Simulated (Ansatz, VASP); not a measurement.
# Two plane-wave programs on SiC

Contents of INCAR:

```
SYSTEM = SiC
PREC = Accurate
ENCUT = 520
EDIFF = 1E-6
ISMEAR = -1
SIGMA = 0.02
LREAL = .False.
LASPH = .True.
NELM = 60
ALGO = Normal
ISIF = 2
LWAVE = .False.
LCHARG = .False.
GGA = PE
IBRION = 2
NSW = 80
EDIFFG = -0.02
```

KPOINTS

```
Automatic mesh
0
Gamma
  17 17 17
  0 0 0
```

The input POSCAR:

```
SiC
1.0
    0.0000000000      2.1345181309      2.1345181309
    2.1345181309      0.0000000000      2.1345181309
    2.1345181309      2.1345181309      0.0000000000
Si C
1 1
Direct
    0.0000000000      0.0000000000      0.0000000000
    0.2500000000      0.2500000000      0.2500000000
```

Input for Ansatz:

```yaml
crystal:
  lattice:
    - [0.0, 2.1345181309, 2.1345181309]
    - [2.1345181309, 0.0, 2.1345181309]
    - [2.1345181309, 2.1345181309, 0.0]
  atoms:
    - { symbol: Si, position: [0.0, 0.0, 0.0] }
    - { symbol: C, position: [0.25, 0.25, 0.25] }
kpoints:
  mp_grid: { grid: [17, 17, 17] }
scf:
  occupations: { method: fermi_dirac, width: 0.02 }
hamiltonian:
  xc: pbe
  pseudopotentials: { kind: paw }
output:
  forces: true
  stress: true
  populations: true
  efg: { contact_densities: true }
relax:
  f_tol: 0.02
  max_steps: 60
```

Change from the starting cell: volume scaled by 0.94, ions relaxed.

Alike in both runs: task relaxation of the atoms; functional PBE; k mesh 17 × 17 × 17; occupations fermi-dirac, width 0.02 eV; no spin polarisation.

```csv
,VASP,Ansatz
version,VASP 6.6.1,Ansatz 0.2.0
potentials or method,"VASP PAW PBE potentials, release 64 (Si, C)","plane-wave PAW, scalar-relativistic"
plane-wave cutoff (eV),520,420
valence electrons in the cell,8,8
```

|  | VASP | Ansatz | Ansatz less VASP |
| --- | --- | --- | --- |
| gap on the k mesh at the Fermi level, each at its own relaxed structure (eV) | 1.34 | 1.34 | +0.002 |

Ansatz warned: «stress_scf_threshold_loose».

Caveats: the relaxation stopped at its first step, so nothing moved; an odd mesh through Γ misses points on the zone boundary, where band edges often lie.
